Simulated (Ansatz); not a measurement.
# AlN: the cost of one run

Method: DFT PBEsol, scalar-relativistic, in Ansatz 0.2.0.

## (1) The starting structure

Symmetry: P6_3mc, No. 186, hexagonal system. The conventional cell has a = 3.111 Å, b = 3.111 Å, c = 4.978 Å, α = 90.00°, β = 90.00°, γ = 120.00°. Al (site symmetry 3m) has 4 N at 1.89 to 1.92 Å as nearest neighbours. Around N (site symmetry 3m) lie 4 Al at 1.89 to 1.92 Å.

Coordinates:

```cif
data_structure
_symmetry_space_group_name_H-M 'P6_3mc'
_symmetry_Int_Tables_number 186
_cell_length_a 3.1110
_cell_length_b 3.1110
_cell_length_c 4.9780
_cell_angle_alpha 90.000
_cell_angle_beta 90.000
_cell_angle_gamma 120.000
_cell_volume 41.72
loop_
_atom_site_label
_atom_site_type_symbol
_atom_site_symmetry_multiplicity
_atom_site_Wyckoff_symbol
_atom_site_fract_x
_atom_site_fract_y
_atom_site_fract_z
_atom_site_occupancy
Al1 Al 2 b 0.33333 0.66667 0.00000 1
N1 N 2 b 0.33333 0.66667 0.38500 1
```

The file gives the conventional cell by its symmetry; the runs use the cell typed in the input.

Atoms are numbered in the order of the input: Al1, Al2, N3, N4.

## (2) The deformed structure

Space group P6_3mc before, P1 after.

## (3) All-electron LAPW

input.yaml reads:

```yaml
crystal:
  lattice:
    - [3.1110021516, -0.0311100215, -0.0311100215]
    - [-1.5824431447, 2.7097619053, -0.0113870582]
    - [-0.04978, -0.04978, 4.978]
  atoms:
    - { symbol: Al, position: [0.3333333333, 0.6666666667, 0.0] }
    - { symbol: Al, position: [0.6666666667, 0.3333333333, 0.5] }
    - { symbol: "N", position: [0.3333333333, 0.6666666667, 0.385] }
    - { symbol: "N", position: [0.6666666667, 0.3333333333, 0.885] }
kpoints:
  mp_grid: { grid: [11, 11, 6] }
  band_path:
    path:
      - [0.0, 0.0, 0.0]
      - [0.0, 0.0, 0.5]
      - [-0.5, 0.5, 0.0]
      - [0.0, 0.0, 0.0]
      - [0.0, -0.5, 0.0]
      - [-0.5, 0.0, 0.5]
      - [0.0, 0.0, 0.0]
      - [-0.5, 0.0, 0.0]
      - [0.0, -0.5, 0.5]
    npoints: 5
scf:
  occupations: { method: fermi_dirac, width: 0.02 }
hamiltonian:
  xc: pbesol
  pseudopotentials: { kind: all_electron, lapw: { basis_error: 0.001 } }
output:
  forces: true
  stress: true
  eigenvalues: true
```

The run is started by

```
$ ansatz run input.yaml --threads 1 --pin off --max-ram 6144MiB --backend cpu --events-out ev --progress --plain --runs-dir out
```

**Question.** How long does this run take on 1 thread of Arm Neoverse V1, shared host, and how much memory does it need?

About 4.5 min, with a peak of 1.2 GiB.
